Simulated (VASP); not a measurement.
# LiCl (zincblende), PBEsol relaxation of cell and atoms: VASP's output and Ansatz's

POSCAR

```
Li Cl
 1.0000000000000000
     0.0000000000000000    2.7574202058658339    2.7574202058658344
     2.7574202058658339    0.0000000000000000    2.7574202058658344
     2.7574202058658339    2.7574202058658339    0.0000000000000000
 Li  Cl
   1   1
Cartesian
  0.0000000000000000  0.0000000000000000 -0.0000000000000000
  1.3787101029329170  1.3787101029329170  1.3787101029329172
```

VASP ran with the recommended PBE PAW datasets (10 valence electrons in the cell).

From OUTCAR

```
k-points           NKPTS =     29   k-points in BZ     NKDIM =     29   number of bands    NBANDS=     12

   NELECT =      10.0000    total number of electrons

   dimension x,y,z NGX =    32 NGY =   32 NGZ =   32
   dimension x,y,z NGXF=    64 NGYF=   64 NGZF=   64

  energy-cutoff  :      600.00
  volume of cell :       40.27
      direct lattice vectors                 reciprocal lattice vectors
     0.000000000  2.720561389  2.720561389    -0.183785597  0.183785597  0.183785597
     2.720561389  0.000000000  2.720561389     0.183785597 -0.183785597  0.183785597
     2.720561389  2.720561389  0.000000000     0.183785597  0.183785597 -0.183785597

 k-points in reciprocal lattice and weights: KPOINTS created by Atomic Simulation Env
   0.00000000  0.00000000  0.00000000       0.002
   0.12500000  0.00000000  0.00000000       0.016
   0.25000000  0.00000000  0.00000000       0.016
   0.37500000  0.00000000  0.00000000       0.016
   0.50000000  0.00000000  0.00000000       0.008
   0.12500000  0.12500000  0.00000000       0.012
   0.25000000  0.12500000  0.00000000       0.047
   0.37500000  0.12500000  0.00000000       0.047
   ...

 E-fermi :  -0.6942

 k-point     1 :       0.0000    0.0000    0.0000
  band No.  band energies     occupation
      1     -43.2418      2.00000
      2     -13.8513      2.00000
      3      -1.1020      2.00000
      4      -1.1020      2.00000
      5      -1.1020      2.00000
      6       4.7839      0.00000
      7       8.9963      0.00000
      8       8.9963      0.00000
      9       8.9963      0.00000
     10      13.4264      0.00000
     11      13.4264      0.00000
     12      16.5032      0.00000

 k-point     2 :       0.1250    0.0000    0.0000
  band No.  band energies     occupation
      1     -43.2415      2.00000
      2     -13.8084      2.00000
      3      -1.4946      2.00000
      4      -1.1501      2.00000
      5      -1.1501      2.00000
      6       5.2032      0.00000
      7       9.1066      0.00000
      8       9.1729      0.00000
      9       9.1729      0.00000
     10      12.8871      0.00000
     11      12.8871      0.00000
     12      15.4544      0.00000

 k-point     3 :       0.2500    0.0000    0.0000
  band No.  band energies     occupation
      1     -43.2408      2.00000
      2     -13.7008      2.00000
      3      -2.2943      2.00000
      4      -1.2607      2.00000
      5      -1.2607      2.00000
      6       6.0831      0.00000
      7       9.3085      0.00000
      8       9.3861      0.00000
      9       9.3861      0.00000
     10      12.6977      0.00000
     11      12.6977      0.00000
     12      14.9179      0.00000

 k-point     4 :       0.3750    0.0000    0.0000
  band No.  band energies     occupation
      1     -43.2402      2.00000
      2     -13.5872      2.00000
      3      -2.9702      2.00000
      4      -1.3646      2.00000
      5      -1.3646      2.00000
      6       6.8618      0.00000
      7       9.2627      0.00000
      8       9.2627      0.00000
      9       9.4505      0.00000
     10      13.7559      0.00000
     11      13.7559      0.00000
     12      15.0456      0.00000

 k-point     5 :       0.5000    0.0000    0.0000
  band No.  band energies     occupation
      1     -43.2399      2.00000
      2     -13.5383      2.00000
      3      -3.2267      2.00000
      4      -1.4058      2.00000
      5      -1.4058      2.00000
      6       7.1618      0.00000
      7       9.1515      0.00000
      8       9.1515      0.00000
      9       9.5182      0.00000
     10      15.0979      0.00000
     11      15.0979      0.00000
     12      15.2700      0.00000

 k-point     6 :       0.1250    0.1250    0.0000
  band No.  band energies     occupation
      1     -43.2414      2.00000
      2     -13.7942      2.00000
      3      -1.4574      2.00000
      4      -1.2472      2.00000
      5      -1.2472      2.00000
      6       5.3111      0.00000
      7       8.9736      0.00000
      8       9.3681      0.00000
      9       9.3681      0.00000
     10      11.7846      0.00000
     11      13.6750      0.00000
     12      16.7013      0.00000

 k-point     7 :       0.2500    0.1250    0.0000
  band No.  band energies     occupation
      1     -43.2409      2.00000
      2     -13.7083      2.00000
      3      -2.0596      2.00000
      4      -1.3891      2.00000
      5      -1.3297      2.00000
      6       5.9553      0.00000
      7       9.1599      0.00000
      8       9.4711      0.00000
      9       9.7239      0.00000
     10      11.3455      0.00000
     11      13.7082      0.00000
     12      16.0657      0.00000

 ...

  Total       -0.0046862     -0.0046862     -0.0046862     -0.0000000     -0.0000000     -0.0000000
  in kB       -0.1864352     -0.1864352     -0.1864352     -0.0000000     -0.0000000     -0.0000000
  external PRESSURE =      -0.1864352 kB  Pullay stress =       0.0000000 kB

 POSITION                                       TOTAL-FORCE (eV/Angst)
 -----------------------------------------------------------------------------------
      0.00000      0.00000      0.00000        -0.000000     -0.000000      0.000000
      1.36028      1.36028      1.36028         0.000000      0.000000     -0.000000
 -----------------------------------------------------------------------------------
    total drift:                               -0.000000     -0.000000     -0.000000

  FREE ENERGIE OF THE ION-ELECTRON SYSTEM (eV)
  ---------------------------------------------------
  free  energy   TOTEN  =        -7.5984416195 eV

  energy  without entropy=       -7.5984416195  energy(sigma->0) =       -7.59844162
```

The two codes use different PAW datasets and cutoffs. VASP's cell holds 10 valence electrons and Ansatz's 10.

Q: What does Ansatz give for the same cell and level of theory?

A: relaxed cell vector lengths 3.846, 3.846, 3.846 Å; relaxed cell volume 40.22 Å³.

Ansatz printed

```
basis re-selected at this cell: Δ(F+E_penalty+E_count) = +2.562e-5 eV, ΔP = +0.000 GPa vs the last step (what re-selecting the basis moved, of the pressure what is left beyond the Pulay correction that the steps carried, after the strain that the cell walked since its last selection, with what the two solves' SCF thresholds leave and, on support functions, any second-order correction that the steps lacked; it is no measure of the basis error at this ecutwfc). This SCF's stress stands 3.79e-2 GPa from its target on what of the cell is left free (relax.cell.stress_tol is 5.00e-2 GPa) and its largest allowed force component is 1.04e-17 eV/Å (relax.f_tol is 5.00e-3 eV/Å): within both
SCF converged after 5 iterations
Free energy (F): -1267.442716 eV
Harris-Foulkes:  -1267.442716 eV  (|F-HF|=8.19e-12)
Internal energy: -1267.442716 eV  (E = F + TS)
E sigma→0 (E₀):  -1267.442716 eV
Fermi energy:    2.804232 eV
--- Per-component energies (eV) ---
  E_band       = -116.360223
  E_kinetic    = 183.435419
  E_local      = -392.549476  (includes V_loc(G=0)·N_el)
  E_nonlocal   = -4.104597
  E_hartree    = 120.843645
  E_xc         = -116.961232
  E_vxc        = -135.628734  (∫ρ·V_xc dr)
  E_paw        = -661.581375  (= ΣΔE_a)
  E_vpaw       = -9.200219  (= ΣTr[D̂ρ^β])
  E_aug_tail   = 0.000104  (compensation charges beyond the density's cutoff)
  E_ewald      = -396.603635
  E_core_change = 0.078432  (= ΣΔE_core)
  E_smearing   = -0.000000  (= −TS)
  E_closure    = -0.000000  (closes the sum)
  Σ components = -1267.442716   (vs F -1267.442716, Δ=0.00e0)
--- Forces (eV/Å), atoms counted from 1 ---
  atom   1  Li    -0.00000000    -0.00000000     0.00000000
  atom   2  Cl    -0.00000000    -0.00000000     0.00000000
  max |Σ_I F_I| component: 8.10e-17 eV/Å
--- Stress (GPa, compression-positive) ---
        0.037910      -0.000000      -0.000000
       -0.000000       0.037910      -0.000000
       -0.000000      -0.000000       0.037910
  P = ⅓ Tr σ = 0.0379 GPa (0.379 kbar)
--- Relaxed structure (3 steps of the walk, 3 accepted, 1 SCFs on fresh bases) ---
  F+E_penalty+E_count = -1267.44271581 eV   max|allowed force component| = 1.041e-17 eV/Å   (the final SCF, on the basis selected at the relaxed cell)
  cell:  # Å, volume = 40.2231 Å³
    - [-5.859677837829928e-34, 2.7194540580562587, 2.7194540580562587]
    - [2.719454058056259, -9.68120686250162e-34, 2.7194540580562587]
    - [2.719454058056259, 2.7194540580562587, 1.9107645123358466e-34]
  atoms:
    - { symbol: Li, position: [-1.0622314476486957e-34, 1.8479916965943061e-34, 1.6442760764972961e-34] }
    - { symbol: Cl, position: [0.25, 0.25, 0.25] }
```
